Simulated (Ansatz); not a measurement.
The system is V.

```xyz
2
Lattice="2.6043 0.0000 0.0000 -1.3021 2.2554 0.0000 0.0000 0.0000 4.7233" Properties=species:S:1:pos:R:3 pbc="T T T"
V     0.0000    1.5036    1.1808
V     1.3021    0.7518    3.5425
```

This isn't the form of V at room conditions, which is bcc.

Base run:

* Program: Ansatz 0.2.0
* Functional: PBEsol
* Potentials or basis: Ansatz PAW
* Cutoff: 420 eV (not typed: the program's choice for these potentials)
* k mesh: 10 × 10 × 5
* Occupations: fermi-dirac, width 0.05 eV
* Spin: collinear spin, ferromagnetic start
* Starting moments: [1.5, 1.5] μB
* Fixed moment: 3 μB

Its results: pressure 2.3 GPa; site moments V +1.20 μB.

The run is repeated on the same cell with these changes: fixed moment from 3 μB to 4 μB; moments at the start from [1.5, 1.5] to [2.0, 2.0]. What comes out?

Pressure 9.6 GPa; site moments V +1.60 μB.

Caveats: the total moment is fixed, so each spin has its own Fermi level; the PAW data sets come from PBE, with cores solved anew for the run's functional, which leaves a small shift of forces and pressure; the thresholds are loose for stress.
